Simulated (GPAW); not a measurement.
Write an ASE script for GPAW 26.7.0 that does the following.

```yaml
Task: magnons
Functional: LDA
Potentials_or_basis: the program's PAW data sets (release 1.2.1) made for this functional
Cutoff: 600 eV
Basis: pw
k_mesh: 8 × 8 × 8
Occupations: fermi-dirac, width 0.05 eV
Spin: collinear spin, ferromagnetic start
Starting_moments: "[4.0, 0.0] μB"
Lines: 2
Response_ecut: 150 eV
Maxiter: 150
Response_k_mesh: 8 × 8 × 8
Response_bands: 25
Sites: "[0]"
Site_radius: 0.986
```

The structure of FeO lies in FeO.xyz:

```xyz
2
Lattice="0.0000000000 2.3976575998 2.3976575998 2.3976575998 0.0000000000 2.3976575998 2.3976575998 2.3976575998 0.0000000000" Properties=species:S:1:pos:R:3 pbc="T T T"
Fe     0.0000000000      0.0000000000      0.0000000000
O      1.1988287999      1.1988287999      1.1988287999
```

The cell comes from a database or a generator and needn't be the stable form of this composition.

The input as run:

run.py

```python
import numpy as np
from ase.dft.bandgap import bandgap
from ase.io import read, write
from gpaw import GPAW, PW
from gpaw.response import ResponseContext, ResponseGroundStateAdapter
from gpaw.response.chiks import ChiKSCalculator
from gpaw.response.heisenberg import calculate_fm_magnon_energies
from gpaw.response.localft import LocalFTCalculator
from gpaw.response.mft import IsotropicExchangeCalculator
from gpaw.response.site_kernels import SphericalSiteKernels

atoms = read('FeO.xyz')
atoms.set_initial_magnetic_moments([4.0, 0.0])

calc = GPAW(mode=PW(600),
            xc='LDA',
            kpts={'size': (8, 8, 8), 'gamma': True},
            occupations={'name': 'fermi-dirac', 'width': 0.05},
            nbands=17,
            convergence={'density': 0.0001},
            maxiter=150,
            txt='gpaw.txt')
atoms.calc = calc
energy = atoms.get_potential_energy()
calc.write('gs.gpw')
write('result.traj', atoms)
print(f'Energy: {energy:.6f} eV')
print('Moments:', calc.get_magnetic_moments().round(3))
print('Fermi level:', round(calc.get_fermi_level(), 4), 'eV')
print(f'Gap: {bandgap(calc)[0]:.4f} eV, direct: {bandgap(calc, direct=True)[0]:.4f} eV')

dense = calc.fixed_density(kpts={'size': (8, 8, 8), 'gamma': True},
                           nbands=31, convergence={'bands': 25, 'eigenstates': 1e-12},
                           update_fermi_level=True, maxiter=300, txt='dense.txt')
dense.write('dense.gpw', mode='all')

sites = [0]
moments = calc.get_magnetic_moments()[sites]
q_qc = np.array([[0.0, 0.0, 0.0], [0.125, 0.0, 0.0], [0.25, 0.0, 0.0], [0.5, 0.0, 0.0], [0.125, 0.125, 0.0], [0.25, 0.25, 0.0], [0.5, 0.5, 0.0]])
gs = ResponseGroundStateAdapter.from_gpw_file('dense.gpw')
context = ResponseContext(txt='mft.txt')
chiks = ChiKSCalculator(gs, context, ecut=150, nbands=25, gammacentered=True)
exchange = IsotropicExchangeCalculator(chiks, LocalFTCalculator.from_rshe_parameters(gs, context))
kernels = SphericalSiteKernels(atoms.positions[sites], [[0.986] * len(sites)])
J_qab = np.array([exchange(q_c, kernels)[..., 0] for q_c in q_qc])
E_qn = calculate_fm_magnon_energies(J_qab, q_qc, moments)
np.savetxt('exchange.dat', np.c_[q_qc, 1000 * J_qab.real.reshape((len(q_qc), -1))], fmt='%.4f')
np.savetxt('magnons.dat', np.c_[q_qc, 1000 * E_qn.real], fmt='%.4f')
for q_c, E_n in zip(q_qc, E_qn):
    print(q_c.round(4), 'magnon energies (meV):', (1000 * E_n.real).round(2))
```

Potentials or basis: the program's PAW data sets (release 1.2.1) made for this functional, pw.

The run is started by

```bash
$ OMP_NUM_THREADS=1 python run.py
```

Results of the run:

The band gap on the k mesh is none (metal or under the smearing width), the net moment is 4.01 μB per cell and the site moments are Fe +3.49; O +0.22 μB.

Caveat: the number of bands moves the energies at small q by some ten meV; the exchange constants hang on this mesh and on the site radius; magnon energies are noisy on this mesh; a cell with one magnetic atom can't hold antiferromagnetic order, which such compounds often take; semilocal functionals often make such compounds metallic where correlation or magnetic order opens a gap, which also shifts bond lengths.

Wall time 2.2 min on 1 thread of Arm Neoverse V1, on a shared host, peak memory 0.41 GiB.
